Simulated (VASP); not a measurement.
# Sr in VASP: a series of runs

The runs below take Sr through optical spectrum, work function, with PBE+TS, LDA, PBE.

All numbers are computed with VASP 6.6.1; they aren't measurements. Logs are shortened: lines on timing, memory, paths and dates and some standing lists are left out, and cuts for length are marked.

## 1. The structure

The cell holds a slab with vacuum, 3 atoms: a = 4.310 Å, b = 4.310 Å, c = 22.050 Å, α = 90.00°, β = 90.00°, γ = 120.00°.

The slab is cut from a database's or a generator's crystal, which needn't be the stable form of the element.

## 2. Optical spectrum, PBE+TS (the (0 0 1) slab of Sr, cut from the database cell, not relaxed)

The input, INCAR:

```
SYSTEM = Sr
PREC = Accurate
ENCUT = 520
EDIFF = 1E-6
ISMEAR = 0
SIGMA = 0.05
LREAL = .FALSE.
LASPH = .TRUE.
NELM = 100
ALGO = Normal
ISIF = 2
LWAVE = .FALSE.
LCHARG = .FALSE.
LDIPOL = .TRUE.
IDIPOL = 3
DIPOL = 0.5 0.5 0.500
GGA = PE
IVDW = 2
LOPTICS = .TRUE.
NBANDS = 47
NEDOS = 1000
CSHIFT = 0.1
```

The input, KPOINTS:

```
Automatic mesh
0
G
  7 7 1
  0 0 0
```

The input, POSCAR:

```
Sr
1.0
    4.3100002206      0.0000000000      0.0000000000
   -2.1550001103      3.7325696815      0.0000000000
    0.0000000000      0.0000000000     22.0500000000
Sr
3
Direct
    0.3333333333      0.6666666666      0.3401360544
    0.6666666667      0.3333333334      0.5000000000
    0.3333333333      0.6666666666      0.6598639456
```

Potentials or basis: VASP PAW PBE potentials, release 54 (Sr_sv).

Run with:

```console
cat potpaw_PBE.54/Sr_sv/POTCAR > POTCAR
mpirun -np 1 vasp_std > vasp.out
```

OUTCAR:

```text
SYSTEM = Sr
   PREC = Accurate
   ENCUT = 520
   EDIFF = 1E-6
   ISMEAR = 0
   LREAL = .FALSE.
   LASPH = .TRUE.
   NELM = 100
   ISIF = 2
   GGA = PE
   IVDW = 2
  IVDW =   2

 ion  position               nearest neighbor table
   1  0.333  0.667  0.340-   2 4.31   2 4.31   2 4.31
   2  0.667  0.333  0.500-   1 4.31   3 4.31   1 4.31   3 4.31   1 4.31   3 4.31
   3  0.333  0.667  0.660-   2 4.31   2 4.31   2 4.31

  LATTYP: Found a hexagonal cell.
 ALAT       =     4.3100002206
 C/A-ratio  =     5.1160090189

  Lattice vectors:

 A1 = (   4.3100002206,   0.0000000000,   0.0000000000)
 A2 = (  -2.1550001103,   3.7325696815,   0.0000000000)
 A3 = (   0.0000000000,   0.0000000000,  22.0500000000)

Analysis of symmetry for initial positions (statically):
=====================================================================
 Subroutine PRICEL returns:
 Original cell was already a primitive cell.

 Routine SETGRP: Setting up the symmetry group for a
 hexagonal supercell.

 Subroutine GETGRP returns: Found 12 space group operations
 (whereof 12 operations were pure point group operations)
 out of a pool of 24 trial point group operations.

The static configuration has the point symmetry D_3h.

Analysis of symmetry for dynamics (positions and initial velocities):
=====================================================================
 Subroutine PRICEL returns:
 Original cell was already a primitive cell.

 Routine SETGRP: Setting up the symmetry group for a
 hexagonal supercell.

 Subroutine GETGRP returns: Found 12 space group operations
 (whereof 12 operations were pure point group operations)
 out of a pool of 24 trial point group operations.

The dynamic configuration has the point symmetry D_3h.

 Subroutine INISYM returns: Found 12 space group operations
 (whereof 12 operations are pure point group operations),
 and found     1 'primitive' translations

----------------------------------------------------------------------------------------

                                     Primitive cell

  volume of cell :     354.7266

  direct lattice vectors                    reciprocal lattice vectors
     4.310000221  0.000000000  0.000000000     0.232018550  0.133955972  0.000000000
    -2.155000110  3.732569681  0.000000000     0.000000000  0.267911944  0.000000000
     0.000000000  0.000000000 22.050000000     0.000000000  0.000000000  0.045351474

  length of vectors
     4.310000221  4.310000221 22.050000000     0.267911944  0.267911944  0.045351474

  position of ions in fractional coordinates (direct lattice)
     0.333333333  0.666666667  0.340136054
     0.666666667  0.333333333  0.500000000
     0.333333333  0.666666667  0.659863946

  ion indices of the primitive-cell ions
   primitive index   ion index
                 1           1
                 2           2
                 3           3

----------------------------------------------------------------------------------------

 KPOINTS: Automatic mesh

Automatic generation of k-mesh.
 Grid dimensions read from file:
 generate k-points for:    7    7    1

 Generating k-lattice:

  Cartesian coordinates                     Fractional coordinates (reciprocal lattice)
     0.033145507  0.019136567  0.000000000     0.142857143  0.000000000  0.000000000
     0.000000000  0.038273135  0.000000000     0.000000000  0.142857143  0.000000000
     0.000000000  0.000000000  0.045351474     0.000000000  0.000000000  1.000000000

  Length of vectors
     0.038273135  0.038273135  0.045351474

  Shift w.r.t. Gamma in fractional coordinates (k-lattice)
     0.000000000  0.000000000  0.000000000

 Subroutine IBZKPT returns following result:
 ===========================================

 Found      8 irreducible k-points:

 Following reciprocal coordinates:
            Coordinates               Weight
  0.000000  0.000000  0.000000      1.000000
[... 23 lines left out ...]
   ENCUT  =  520.0 eV  38.22 Ry    6.18 a.u.   8.01  8.01 41.00*2*pi/ulx,y,z
   NELM   =    100;   NELMIN=  2; NELMDL= -5     # of ELM steps
   EDIFF  = 0.1E-05   stopping-criterion for ELM
   LREAL  =      F    real-space projection
   EDIFFG = 0.1E-04   stopping-criterion for IOM
   NSW    =      0    number of steps for IOM
   IBRION =     -1    ionic relax: 0-MD 1-quasi-New 2-CG
   NFREE  =      0    steps in history (QN), initial steepest desc. (CG)
   ISIF   =      2    stress and relaxation
   ISYM   =      2    0-nonsym 1-usesym 2-fastsym
   POTIM  = 0.5000    time-step for ionic-motion
   TEBEG  =    0.0;   TEEND  =   0.0 temperature during run
   PSTRESS=    0.0 pullay stress
   NELECT =      30.0000    total number of electrons
   NUPDOWN=      -1.0000    fix difference up-down
   EMIN   =  10.00;   EMAX   =-10.00  energy-range for DOS
   EFERMI =   0.00;   METHOD = LEGACY
   ISMEAR =     0;   SIGMA  =   0.05  broadening in eV -4-tet -1-fermi 0-gaus
   EFERMI_NEDOS =   21; number of points for ismear=-14 and -15
   IALGO  =     38    algorithm
   IMIX   =      4    mixing-type and parameters
     AMIX     =   0.40;   BMIX     =  1.00
     AMIX_MAG =   1.60;   BMIX_MAG =  1.00
  volume/ion in A,a.u.               =     118.24       797.94
  Fermi-wavevector in a.u.,A,eV,Ry     =   0.718595  1.357947  7.025753  0.516378
  Thomas-Fermi vector in A             =   1.807573
   LORBIT       =      0    0 simple, 1 ext, 2 COOP (PROOUT), +10 PAW based schemes
   GGA     = PE    functional components
   LHFCALC =     F    Hartree Fock is set to
   AEXX    =    0.0000 exact exchange contribution
   IVDW    =     2    specifies the selected vdW correction
   LEPSILON=     F    determine dielectric tensor
   LRPA    =     F    only Hartree local field effects (RPA)
 non-spin polarized calculation
 Gauss-broadening in eV      SIGMA  =   0.05
  energy-cutoff  :      520.00
  volume of cell :      354.73
 maximum number of plane-waves:      9586
   NGX = 17   NGY = 17   NGZ = 81

 dipolmoment           0.000000      0.000000      0.000000 electrons x Angstroem

 number of electron      30.0000000 magnetization

 dipolmoment           0.000000      0.000000     -0.000000 electrons x Angstroem

 Free energy of the ion-electron system (eV)
  ---------------------------------------------------
  ext. energy  EPLUGINS =         0.00000000
  ---------------------------------------------------
  free energy    TOTEN  =        -4.22551019 eV

  energy without entropy =       -4.21786222  energy(sigma->0) =       -4.22168620

 E-fermi :  -0.4945     XC(G=0):  -4.1935

 val. band max:       -0.5290294318   @ k =   0.0000   0.0000   0.0000
 cond. band min:      -0.4913696715   @ k =   0.1429   0.0000   0.0000
 fundamental gap:      0.0376597604
 Fermi energy:        -0.4944533607

 k-point     1 :       0.0000    0.0000    0.0000
  band No.  band energies     occupation
      1     -37.6101      2.00000
      2     -37.6101      2.00000
      3     -37.2647      2.00000
      4     -19.6501      2.00000
      5     -19.6413      2.00000
      6     -19.4829      2.00000
[... 229 lines left out ...]
     26       2.7212      0.00000
     27       3.1087      0.00000
 [bands above 27 left out]

------------------------ aborting loop because EDIFF is reached ----------------------------------------

 vacuum level on the upper side and lower side of the slab       (xc-potential included)        -0.326        -0.326

  Hirshfeld charges:
            ion         q(e)
   ------------------------------
      1     Sr       0.00584119
      2     Sr      -0.01168238
      3     Sr       0.00584119

  Tkatchenko/Scheffler method for vdW energy calculation

  Number of pair interactions contributing to vdW energy:    8836

  Edisp (eV):   -1.93828

  FORCE on cell =-STRESS in cart. coord.  units (eV):
  Direction    XX          YY          ZZ          XY          YZ          ZX
  --------------------------------------------------------------------------------------
  -------------------------------------------------------------------------------------
  Total       1.64739     1.64739     1.14012     0.00000     0.00000     0.00000
  in kB       7.44069     7.44069     5.14952     0.00000     0.00000     0.00000
  external pressure =        6.68 kB  Pullay stress =        0.00 kB

 VOLUME and BASIS-vectors are now :
 -----------------------------------------------------------------------------
  energy-cutoff  :      520.00
  volume of cell :      354.73
      direct lattice vectors                 reciprocal lattice vectors
     4.310000221  0.000000000  0.000000000     0.232018550  0.133955972  0.000000000
    -2.155000110  3.732569681  0.000000000     0.000000000  0.267911944  0.000000000
     0.000000000  0.000000000 22.050000000     0.000000000  0.000000000  0.045351474

 POSITION                                       TOTAL-FORCE (eV/Angst)
 -----------------------------------------------------------------------------------
     -0.00000      2.48838      7.50000         0.000000      0.000000     -0.170010
      2.15500      1.24419     11.02500        -0.000000     -0.000000      0.000000
     -0.00000      2.48838     14.55000        -0.000000      0.000000      0.170010
 -----------------------------------------------------------------------------------
    total drift:                                0.000000      0.000000     -0.000000

  FREE ENERGIE OF THE ION-ELECTRON SYSTEM (eV)
  ---------------------------------------------------
  free  energy   TOTEN  =        -6.1637939993 eV

  energy  without entropy=       -6.1561460298  energy(sigma->0) =       -6.15997001

 vacuum level on the upper side and lower side of the slab         1.930         1.930

 electrical conductivity sigma (Mega S m-1) (frequency dependency in vasprun.xml)
  --------------------------------------------------------------------------------------
       0.003      -0.000       0.000
      -0.000       0.003      -0.000
       0.000      -0.000       0.000

  frequency dependent IMAGINARY DIELECTRIC FUNCTION (independent particle, no local field effects) density-density
     E(ev)      X         Y         Z        XY        YZ        ZX
  --------------------------------------------------------------------------------------------------------------
     0.00000     0.00000     0.00000     0.00000     0.00000     0.00000     0.00000
     0.56531    48.23328    48.23328    24.43849     0.00000    -0.00000    -0.00000
     1.13061    10.76907    10.76907    15.07740     0.00000    -0.00000    -0.00000
     1.69592     4.16040     4.16040     5.14741     0.00000    -0.00000    -0.00000
     2.26123     1.77971     1.77971     2.21938     0.00000    -0.00000    -0.00000
     2.82653     0.90693     0.90693     1.74761     0.00000    -0.00000    -0.00000
[... 92 lines left out ...]
    55.40003     0.00014     0.00014     0.00014     0.00000    -0.00000     0.00000
    55.96534     0.00013     0.00013     0.00014     0.00000    -0.00000     0.00000

  frequency dependent      REAL DIELECTRIC FUNCTION (independent particle, no local field effects) density-density
     E(ev)        X           Y           Z          XY          YZ          ZX
  --------------------------------------------------------------------------------------------------------------
     0.00000   111.70924   111.70924    23.53738    -0.00000    -0.00000     0.00000
     0.56531    22.10476    22.10476     6.08487     0.00000    -0.00000     0.00000
     1.13061    -8.78232    -8.78232    -4.78267     0.00000    -0.00000     0.00000
     1.69592    -3.43242    -3.43242    -4.50770     0.00000    -0.00000     0.00000
     2.26123    -2.42842    -2.42842    -0.92255     0.00000     0.00000     0.00000
     2.82653    -0.81405    -0.81405    -1.11432     0.00000     0.00000     0.00000
[... 92 lines left out ...]
    55.40003     0.96653     0.96653     0.96592     0.00000    -0.00000     0.00000
    55.96534     0.96731     0.96731     0.96671     0.00000    -0.00000     0.00000

  frequency dependent IMAGINARY DIELECTRIC FUNCTION (independent particle, no local field effects) current-current
     E(ev)      X         Y         Z        XY        YZ        ZX
  --------------------------------------------------------------------------------------------------------------
     0.00000   213.67065   213.67065    80.37105    -0.00000    -0.00000    -0.00000
     0.56531    55.11447    55.11447    24.92237    -0.00000    -0.00000    -0.00000
     1.13061     8.85837     8.85837    13.83697     0.00000    -0.00000    -0.00000
     1.69592     3.62047     3.62047     4.44014     0.00000    -0.00000    -0.00000
     2.26123     1.47000     1.47000     2.04296     0.00000    -0.00000    -0.00000
     2.82653     0.77693     0.77693     1.58875     0.00000    -0.00000    -0.00000
[... 92 lines left out ...]
    55.40003     0.00002     0.00002     0.00002    -0.00000     0.00000     0.00000
    55.96534     0.00002     0.00002     0.00002    -0.00000     0.00000     0.00000

  frequency dependent      REAL DIELECTRIC FUNCTION (independent particle, no local field effects) current-current
     E(ev)        X           Y           Z          XY          YZ          ZX
  --------------------------------------------------------------------------------------------------------------
     0.00000   -28.26001   -28.26001    20.10612     0.00000     0.00000    -0.00000
     0.56531     6.75635     6.75635    -2.61012     0.00000     0.00000    -0.00000
     1.13061    -9.66060    -9.66060    -7.35508     0.00000     0.00000    -0.00000
     1.69592    -3.46027    -3.46027    -5.00770     0.00000     0.00000    -0.00000
     2.26123    -2.33044    -2.33044    -1.07542     0.00000     0.00000    -0.00000
     2.82653    -0.71776    -0.71776    -1.20629    -0.00000     0.00000    -0.00000
[... 92 lines left out ...]
    55.40003     0.96694     0.96694     0.96598     0.00000     0.00000     0.00000
    55.96534     0.96771     0.96771     0.96677     0.00000     0.00000     0.00000
```

Run time: 2.4 min. Hardware: 1 thread of Intel Xeon Platinum 8488C (Sapphire Rapids), shared host; peak memory 0.51 GiB.

What came out:

- Free energy: -6.1638 eV
- Largest force: 0.170 eV/Å
- Band gap on the k mesh: none (metal or under the smearing width)
- Dispersion energy per atom: -0.646 eV

Forces on the atoms (eV/Å):
```
Sr   0.000  0.000 -0.170
Sr   0.000  0.000  0.000
Sr   0.000  0.000  0.170
```

Dielectric function (mean over the directions given):
| energy (eV) | real part | imaginary part |
| --- | --- | --- |
| 0.28 | 18.79 | 16.68 |
| 0.96 | -4.20 | 15.83 |
| 1.64 | -4.13 | 5.34 |
| 2.32 | -1.75 | 1.79 |
| 3.00 | -0.44 | 1.12 |
| 3.67 | -0.17 | 0.76 |
| 4.35 | 0.30 | 0.83 |
| 5.03 | 0.41 | 0.91 |
| 5.71 | 0.32 | 0.52 |
| 6.39 | 0.31 | 0.26 |
| 7.07 | 0.53 | 0.18 |
| 7.74 | 0.65 | 0.09 |
| 8.42 | 0.72 | 0.06 |
| 9.10 | 0.79 | 0.05 |
| 9.78 | 0.84 | 0.03 |
| 10.46 | 0.90 | 0.02 |
| 11.14 | 0.94 | 0.01 |
| 11.81 | 0.98 | 0.01 |
| 12.49 | 1.02 | 0.00 |
| 13.17 | 1.05 | 0.00 |
| 13.85 | 1.08 | 0.00 |
| 14.53 | 1.11 | 0.00 |
| 15.21 | 1.15 | 0.01 |
| 15.89 | 1.18 | 0.01 |
| 16.56 | 1.23 | 0.01 |
| 17.24 | 1.29 | 0.01 |
| 17.92 | 1.39 | 0.02 |
| 18.60 | 1.61 | 0.07 |
| 19.28 | 1.61 | 0.56 |
| 19.96 | 1.42 | 0.60 |

Caveat: atom-pairwise D2, TS and ULG terms overbind metals; spectra need much finer meshes, so this one isn't converged; independent-particle spectra lack excitons; the intraband (Drude) part of a metal's response may be missing.

[end of part 1 of 2]
